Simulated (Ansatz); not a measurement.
The system is Gd.

```xyz
2
Lattice="3.6360 0.0000 0.0000 -1.8180 3.1489 0.0000 0.0000 0.0000 5.7826" Properties=species:S:1:pos:R:3 pbc="T T T"
Gd    1.8180    1.0496    4.3369
Gd    0.0000    2.0992    1.4457
```

Alike in all runs: program Ansatz 0.2.0; functional PBE; potentials or basis Ansatz PAW; cutoff 420 eV (not typed: the program's choice for these potentials); k mesh 8 × 8 × 5; occupations fermi-dirac, width 0.05 eV.

Starts and where they ended:

| start | free energy over the lowest (meV/atom) | net moment (μB) | site or absolute moments (μB) | gap |
| --- | --- | --- | --- | --- |
| collinear spin, antiferromagnetic start of up to 7 μB | 0.0 | 0.00 | Gd +7.25, -7.25 | none (metal or under the smearing width) |
| collinear spin, ferromagnetic start of up to 7 μB | 7.3 | 15.24 | Gd +7.34 | none (metal or under the smearing width) |
| collinear spin, random start of up to 2.01 μB | 0.0 | 0.00 | Gd +7.25, -7.25 | none (metal or under the smearing width) |
| collinear spin, ferrimagnetic start of up to 7 μB | 0.0 | 0.00 | Gd +7.25, -7.25 | none (metal or under the smearing width) |
| no spin polarisation | 7329.1 | - | - | none (metal or under the smearing width) |

The spin-polarised runs without a constraint all converged, yet they end up to 7 meV/atom apart: a converged run can sit in a state that isn't the lowest. Allowing spin polarisation gains 7329 meV/atom. A still lower state may exist.

Caveats: spin-orbit coupling is left out, which moves the levels of the heavy elements (some runs); the starting moments weren't kept (some runs).
